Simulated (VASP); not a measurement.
# K: single point with PBE

K:

```
K
1.0
     0.00000    3.39187    3.39187
     3.39187    0.00000    3.39187
     3.39187    3.39187    0.00000
K
1
Cartesian
  0.0000 0.0000 0.0000
```

This isn't the form of K at room conditions, which is bcc.

* Program: VASP 6.6.1
* Task: single point
* Functional: PBE
* Potentials or basis: VASP PAW PBE potentials, release 64 (K_sv)
* Cutoff: 520 eV
* k mesh: 7 × 7 × 7
* Occupations: gaussian, width 0.1 eV
* Spin: no spin polarisation

* Pressure: -0.2 GPa
* Band gap on the k mesh: none (metal or under the smearing width)

Levels at points of the mesh, in eV from the Fermi level:
```csv
k point,band 3,band 4,band 5,band 6,band 7,band 8
"(0.00, 0.00, 0.00)",-15.71,-15.71,-2.16,4.07,4.07,4.07
```

Wall time 16 s on 1 thread of Intel(R) Xeon(R) Platinum 8488C (Sapphire Rapids), on a shared host, peak memory 0.2 GiB.
